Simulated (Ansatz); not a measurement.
TaN: one input, then a changed one

The geometry is COD entry 2310957, unchecked; take it as a test cell.

First run: DFT, PBE, all-electron LAPW, scalar-relativistic (Ansatz 0.2.0).

Command: `ansatz run input.yaml --threads 1 --pin off --max-ram 2048MiB --backend cpu --events-out ev --progress --plain --runs-dir out` The run took 4 s on 1 thread of AMD EPYC 9R45 96-Core Processor (Zen 5) (shared host), peak memory 0.39 GiB.

```yaml
crystal:
  lattice:
    - [0.0, 2.179, 2.179]
    - [2.179, 0.0, 2.179]
    - [2.179, 2.179, 0.0]
  atoms:
    - { symbol: Ta, position: [0.5, 0.5, 0.5] }
    - { symbol: "N", position: [0.0, 0.0, 0.0] }
kpoints:
  mp_grid: { grid: [9, 9, 9] }
scf:
  occupations: { method: fermi_dirac, width: 0.02 }
hamiltonian:
  xc: pbe
  pseudopotentials:
    kind: all_electron
    lapw: { basis_error: 0.0005 }
    dirac_shells: { Ta: ["4p", "4d"] }
output:
  forces: true
  stress: true
  eigenvalues: true
```

Result: converged; pressure 14.62 GPa; no gap on the k mesh; 8 SCF iterations.

No spin–orbit coupling, which matters for the heavy atoms here.

The input is then changed:

```diff
@@ -10,5 +10,6 @@
   mp_grid: { grid: [9, 9, 9] }
 scf:
-  occupations: { method: fermi_dirac, width: 0.02 }
+  occupations: { method: gaussian, width: 0.3 }
+  convergence: { dr2_threshold: 1.0e-08 }
 hamiltonian:
   xc: pbe
@@ -21,3 +22,5 @@
   stress: true
   eigenvalues: true
+basis:
+  xc_grid: 1
```

Problem. What does the second run give?

Solution. It converged; energy at zero smearing -0.4 meV/atom from the first run; pressure 14.83 GPa; no gap on the k mesh; 11 SCF iterations. Some of these settings are too coarse for converged properties.
